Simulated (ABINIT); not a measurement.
# Au (Fm-3m) in ABINIT: further runs, part 2 of 2

ABINIT 10.8.3 (patched build). The steps go on from the part before.

### 4 Equation of state, OLYP

run.abi reads:

```
# Datasets: one volume each
ndtset 7
getwfk -1
scalecart1 3*0.9795861087
scalecart2 3*0.9864848297
scalecart3 3*0.9932883884
scalecart4 3*1.0000000000
scalecart5 3*1.0066227096
scalecart6 3*1.0131594038
scalecart7 3*1.0196128224

# Pseudopotentials
pp_dirpath "./"
pseudos "Au.GGA_PBE-JTH.xml"

# Structure
acell 5.4384893002 5.4384893002 5.4384893002
rprim
     0.0000000000     0.7071067812     0.7071067812
     0.7071067812     0.0000000000     0.7071067812
     0.7071067812     0.7071067812     0.0000000000
ntypat 1
znucl 79
natom 1
typat 1
xred
     0.0000000000     0.0000000000     0.0000000000

# Plane-wave basis
ecut 25.0
pawecutdg 47.0

# k points
kptopt 1
ngkpt 11 11 11
nshiftk 1
shiftk 0.0 0.0 0.0

# Exchange and correlation
ixc -110131

# Bands and occupations
nband 10
occopt 3
tsmear 0.05 eV

# SCF cycle
nstep 100
tolvrs 1.0e-9

# Output
iomode 3
prtwf 1
prtden 0
prteig 0
prtebands 0
```

Potentials or basis: JTH PAW PBE v2.0.

Started as:

```console
> abinit run.abi > log 2>&1
```

run.abo:

```text
.Version 10.8.3 of ABINIT
 DATASET    1 : space group Fm -3 m (#225); Bravais cF (face-center cubic)
================================================================================
 Values of the parameters that define the memory need for DATASET  1.
     intxc =       0    ionmov =       0      iscf =      17    lmnmax =      18
     lnmax =       6     mgfft =      24  mpssoang =       3    mqgrid =    3001
     natom =       1  nloc_mem =       2    nspden =       1   nspinor =       1
    nsppol =       1      nsym =      48    n1xccc =       1    ntypat =       1
    occopt =       3   xclevel =       2
       mpw =         649          nfft =       13824          nkpt =          56
 PAW method is used; the additional fine FFT grid is defined by:
   mgfftf=        36    nfftf =     46656
================================================================================
================================================================================
[... 71 lines left out ...]
 DATASET    7 : space group Fm -3 m (#225); Bravais cF (face-center cubic)
================================================================================
 Values of the parameters that define the memory need for DATASET  7.
     intxc =       0    ionmov =       0      iscf =      17    lmnmax =      18
     lnmax =       6     mgfft =      27  mpssoang =       3    mqgrid =    3001
     natom =       1  nloc_mem =       2    nspden =       1   nspinor =       1
    nsppol =       1      nsym =      48    n1xccc =       1    ntypat =       1
    occopt =       3   xclevel =       2
       mpw =         736          nfft =       19683          nkpt =          56
 PAW method is used; the additional fine FFT grid is defined by:
   mgfftf=        36    nfftf =     46656
================================================================================
================================================================================

--------------------------------------------------------------------------------
------------- Echo of variables that govern the present computation ------------
--------------------------------------------------------------------------------
 -outvars: echo values of preprocessed input variables --------
            acell      5.4384893002E+00  5.4384893002E+00  5.4384893002E+00 Bohr
              amu      1.96966540E+02
             ecut      2.50000000E+01 Hartree
           getwfk          -1
                       outvar_i_n : Printing only first  50 k-points.
[... 107 lines left out ...]
- pspini: atom type   1  psp file is ./Au.GGA_PBE-JTH.xml
 Pseudopotential format is: paw10
 basis_size (lnmax)=  6 (lmn_size= 18), orbitals=   0   0   1   1   2   2
 Spheres core radius: rc_sph= 2.50869560
 Shapefunction is SIN type: shapef(r)=[sin(pi*r/rshp)/(pi*r/rshp)]**2
 Radius for shape functions =  2.26305713
 Compensation charge density is not taken into account in XC energy/potential

   3.87212569E+02                                ecore*ucvol(ha*bohr**3)
--------------------------------------------------------------------------------

[... 1209 lines left out ...]
-Cartesian components of stress tensor (GPa)         [Pressure=  3.5730E-01 GPa]
- sigma(1 1)= -3.57297336E-01  sigma(3 2)=  0.00000000E+00
- sigma(2 2)= -3.57297336E-01  sigma(3 1)=  0.00000000E+00
- sigma(3 3)= -3.57297336E-01  sigma(2 1)=  0.00000000E+00

== END DATASET(S) ==============================================================
================================================================================

 -outvars: echo values of variables after computation  --------
            acell      5.4384893002E+00  5.4384893002E+00  5.4384893002E+00 Bohr
           etotal1    -3.4267573919E+01
           etotal2    -3.4269120862E+01
           etotal3    -3.4270301636E+01
           etotal4    -3.4271162459E+01
           etotal5    -3.4271744264E+01
           etotal6    -3.4272083146E+01
           etotal7    -3.4272209251E+01
            fcart1    -0.0000000000E+00 -0.0000000000E+00 -0.0000000000E+00
            fcart2    -0.0000000000E+00 -0.0000000000E+00 -0.0000000000E+00
            fcart3    -0.0000000000E+00 -0.0000000000E+00 -0.0000000000E+00
            fcart4    -0.0000000000E+00 -0.0000000000E+00 -0.0000000000E+00
            fcart5    -0.0000000000E+00 -0.0000000000E+00 -0.0000000000E+00
            fcart6    -0.0000000000E+00 -0.0000000000E+00 -0.0000000000E+00
            fcart7    -0.0000000000E+00 -0.0000000000E+00 -0.0000000000E+00
            rprim1     0.0000000000E+00  6.9267198023E-01  6.9267198023E-01
                       6.9267198023E-01  0.0000000000E+00  6.9267198023E-01
                       6.9267198023E-01  6.9267198023E-01  0.0000000000E+00
[... 17 lines left out ...]
                       7.2097514092E-01  7.2097514092E-01  0.0000000000E+00
           strten1    -7.6606360425E-04 -7.6606360425E-04 -7.6606360425E-04
                       0.0000000000E+00  0.0000000000E+00  0.0000000000E+00
           strten2    -5.9515845529E-04 -5.9515845529E-04 -5.9515845529E-04
                       0.0000000000E+00  0.0000000000E+00  0.0000000000E+00
           strten3    -4.4457806124E-04 -4.4457806124E-04 -4.4457806124E-04
                       0.0000000000E+00  0.0000000000E+00  0.0000000000E+00
           strten4    -3.1333775644E-04 -3.1333775644E-04 -3.1333775644E-04
                       0.0000000000E+00  0.0000000000E+00  0.0000000000E+00
           strten5    -1.9920799120E-04 -1.9920799120E-04 -1.9920799120E-04
                       0.0000000000E+00  0.0000000000E+00  0.0000000000E+00
           strten6    -9.9291077144E-05 -9.9291077144E-05 -9.9291077144E-05
                       0.0000000000E+00  0.0000000000E+00  0.0000000000E+00
           strten7    -1.2144289627E-05 -1.2144289627E-05 -1.2144289627E-05
                       0.0000000000E+00  0.0000000000E+00  0.0000000000E+00
 Calculation completed.
```

It took 2.1 min on 1 thread of Arm Neoverse V1, shared host; peak memory 0.14 GiB.

What came out:

```yaml
Equilibrium_volume: "17.92 Å³/atom (rough: see the caveat)"
Bulk_modulus: 124 GPa (rough)
```

Energy against volume, from the lowest point:
| volume (Å³/atom) | energy (meV/atom) |
| --- | --- |
| 15.843 | 126.13 |
| 16.181 | 84.04 |
| 16.518 | 51.91 |
| 16.855 | 28.48 |
| 17.192 | 12.65 |
| 17.529 | 3.43 |
| 17.866 | 0.00 |

Caveat: pressures at fixed basis lie under the slope of the energies; the minimum lies outside the volumes run; the PAW data sets were made with another functional, which shifts forces and pressure a little. Spin-orbit coupling is left out, which matters for the levels of Au.

### 5 Equation of state, LDA-Teter

run.abi reads:

```
ndtset 7
getwfk -1
scalecart1 3*0.9795861087
scalecart2 3*0.9864848297
scalecart3 3*0.9932883884
scalecart4 3*1.0000000000
scalecart5 3*1.0066227096
scalecart6 3*1.0131594038
scalecart7 3*1.0196128224

pp_dirpath "./"
pseudos "Au.LDA_PW-JTH.xml"

acell 3*1.0
rprim
     0.0000000000     3.8455926636     3.8455926636
     3.8455926636     0.0000000000     3.8455926636
     3.8455926636     3.8455926636     0.0000000000
ntypat 1
znucl 79
natom 1
typat 1
xred
     0.0000000000     0.0000000000     0.0000000000

ecut 25.0
pawecutdg 47.0

kptopt 1
ngkpt 11 11 11
nshiftk 1
shiftk 0.0 0.0 0.0

ixc 1

nband 10
occopt 3
tsmear 0.05 eV

nstep 100
tolvrs 1.0e-9

iomode 3
prtwf 1
prtden 0
prteig 0
prtebands 0
```

Potentials or basis: JTH PAW LDA v2.0.

Started as:

```console
> abinit run.abi > log 2>&1
```

run.abo:

```text
.Version 10.8.3 of ABINIT
 DATASET    1 : space group Fm -3 m (#225); Bravais cF (face-center cubic)
================================================================================
 Values of the parameters that define the memory need for DATASET  1.
     intxc =       0    ionmov =       0      iscf =      17    lmnmax =      18
     lnmax =       6     mgfft =      24  mpssoang =       3    mqgrid =    3001
     natom =       1  nloc_mem =       2    nspden =       1   nspinor =       1
    nsppol =       1      nsym =      48    n1xccc =       1    ntypat =       1
    occopt =       3   xclevel =       1
       mpw =         649          nfft =       13824          nkpt =          56
 PAW method is used; the additional fine FFT grid is defined by:
   mgfftf=        36    nfftf =     46656
================================================================================
================================================================================
[... 71 lines left out ...]
 DATASET    7 : space group Fm -3 m (#225); Bravais cF (face-center cubic)
[... 1389 lines left out ...]
            fcart6    -0.0000000000E+00 -0.0000000000E+00 -0.0000000000E+00
            fcart7    -0.0000000000E+00 -0.0000000000E+00 -0.0000000000E+00
            rprim1     0.0000000000E+00  3.7670891530E+00  3.7670891530E+00
                       3.7670891530E+00  0.0000000000E+00  3.7670891530E+00
                       3.7670891530E+00  3.7670891530E+00  0.0000000000E+00
[... 17 lines left out ...]
                       3.9210155895E+00  3.9210155895E+00  0.0000000000E+00
           strten1    -3.5940854528E-04 -3.5940854528E-04 -3.5940854528E-04
                       0.0000000000E+00  0.0000000000E+00  0.0000000000E+00
           strten2    -1.8831065218E-04 -1.8831065218E-04 -1.8831065218E-04
                       0.0000000000E+00  0.0000000000E+00  0.0000000000E+00
           strten3    -3.7778641023E-05 -3.7778641023E-05 -3.7778641023E-05
                       0.0000000000E+00  0.0000000000E+00  0.0000000000E+00
           strten4     9.3000198045E-05  9.3000198045E-05  9.3000198045E-05
                       0.0000000000E+00  0.0000000000E+00  0.0000000000E+00
           strten5     2.0629796430E-04  2.0629796430E-04  2.0629796430E-04
                       0.0000000000E+00  0.0000000000E+00  0.0000000000E+00
           strten6     3.0519978455E-04  3.0519978455E-04  3.0519978455E-04
                       0.0000000000E+00  0.0000000000E+00  0.0000000000E+00
           strten7     3.9122859847E-04  3.9122859847E-04  3.9122859847E-04
                       0.0000000000E+00  0.0000000000E+00  0.0000000000E+00
 Calculation completed.
```

Wall time 1.7 min (1 thread of Arm Neoverse V1, shared host); peak memory 0.13 GiB.

Results:

```
Equilibrium volume                      : 16.61 Å³/atom
Bulk modulus                            : 195 GPa
Pressure derivative of the bulk modulus : 5.8
```

Energy against volume, from the lowest point:
| volume (Å³/atom) | energy (meV/atom) |
| --- | --- |
| 15.843 | 23.84 |
| 16.181 | 6.94 |
| 16.518 | 0.00 |
| 16.855 | 1.75 |
| 17.192 | 11.06 |
| 17.529 | 26.93 |
| 17.866 | 48.51 |

Caveat: pressures at fixed basis lie under the slope of the energies. Spin-orbit coupling is left out, which matters for the levels of Au.

### 6 Overview

```tsv
task	level	potentials or basis	cutoff (eV)	fine-grid cutoff	V0 of scaled cells (Å³/atom)	B0 (GPa)
band structure	r2SCAN	JTH PAW PBE v2.0	816	1414.99 eV	-	-
equation of state	PBEsol	JTH PAW PBE v2.0	544	1088.46 eV	17.07	176
equation of state	OLYP	JTH PAW PBE v2.0	680	1278.94 eV	-	-
equation of state	LDA-Teter	JTH PAW LDA v2.0	680	1278.94 eV	16.61	195
```

Alike in all rows: no spin polarisation; cell as given; k mesh 11 × 11 × 11; smearing fermi-dirac 0.05 eV.

Caveats: the PAW data sets were made with another functional, which shifts forces and pressure a little (some runs); pressures at fixed basis lie under the slope of the energies (some runs); spin-orbit coupling is left out, which moves the levels of the heavy elements (some runs); the minimum lies outside the volumes run (some runs).

Total energies depend on the potentials used, so only differences within one code and one set of settings carry meaning.

### 7 Comparison with measurements

Step 3. Measured bulk modulus of Au: 167 GPa (quoted in “Exploring toroidal anvil profiles for larger sample volumes above 4 Mbar”, 2024, pmc:11102561). This calculation gives 176 GPa (+5.7 %). The fit is for a static lattice scaled at fixed shape and fixed fractional positions.

Step 5. Measured bulk modulus of Au: 167 GPa (quoted in “Exploring toroidal anvil profiles for larger sample volumes above 4 Mbar”, 2024, pmc:11102561). This calculation gives 195 GPa (+16.9 %). The fit is for a static lattice scaled at fixed shape and fixed fractional positions.
